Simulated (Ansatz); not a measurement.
# Pd: single point with PBE

The system is Pd.

```
Pd
1.0
     0.00000    1.94650    1.94650
     1.94650    0.00000    1.94650
     1.94650    1.94650    0.00000
Pd
1
Direct
  0.00000 0.00000 0.00000
```

```yaml
Program: Ansatz 0.2.0
Task: single point
Functional: PBE
Potentials_or_basis: all-electron LAPW, scalar-relativistic
Cutoff: 266 eV (chosen from the basis error)
Basis_error_allowed: 0.001 eV/atom
k_mesh: 12 × 12 × 12
Occupations: gaussian, width 0.023 eV
Spin: no spin polarisation
```

The pressure is 6.8 GPa and the band gap on the k mesh is none (metal or under the smearing width).

Levels at points of the mesh, in eV from the Fermi level:
```csv
k point,band 10,band 11,band 12,band 13,band 14,band 15,band 16,band 17,band 18
"(0.00, 0.00, 0.00)",-7.12,-2.82,-2.82,-2.82,-1.20,-1.20,17.04,21.76,21.76
"(0.00, 0.00, -0.50)",-5.28,-2.86,-2.86,0.00,0.00,1.04,7.35,16.44,20.97
"(0.00, -0.50, -0.50)",-5.37,-5.09,-0.03,0.32,0.32,3.37,10.79,13.21,13.21
```

Run time: 6 s on 1 thread of Arm Neoverse V1, on a shared host, peak memory 0.27 GiB.
